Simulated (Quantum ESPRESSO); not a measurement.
## InP in Quantum ESPRESSO: the effect of functional

The system is InP.

```
In P
1.0
     0.00000    2.93050    2.93050
     2.93050    0.00000    2.93050
     2.93050    2.93050    0.00000
In P
1 1
Direct
  0.00000 0.00000 0.00000
  0.75000 0.75000 0.75000
```

Alike in all runs:

- Program: Quantum ESPRESSO 7.5
- Task: phonons
- Cutoff: 952 eV
- Density cutoff: 3810 eV
- k mesh: 4 × 4 × 4, shifted
- Occupations: fermi-dirac, width 0.05 eV
- Spin: no spin polarisation

Each run relaxes the cell or the atoms first.

```tsv
functional	potentials or basis	relaxed volume (Å³/atom)	dielectric constant (mean)	highest phonon frequency (cm⁻¹)
LDA	PseudoDojo 0.4.1 SR LDA standard	24.68	12.25	304
PBEsol	PseudoDojo 0.4.1 SR PBEsol standard	25.43	12.20	296
RPBE	PseudoDojo 0.4.1 SR PBE standard	27.13	12.01	277
revPBE	PseudoDojo 0.4.1 SR PBE standard	26.95	12.09	279
PW91	PseudoDojo 0.4.1 SR PBE standard	26.45	12.52	285
vdW-DF-cx	PseudoDojo 0.4.1 SR PBE standard	?	?	?
```

Q: What does the run with functional vdW-DF-cx give?

A: Relaxed volume 25.70 Å³/atom; dielectric constant 12.43 mean; highest phonon frequency 294 cm⁻¹.

Caveats: the potentials were made for another functional, which shifts forces and pressure (some runs).

Runs at the PBE level aren't shown here.
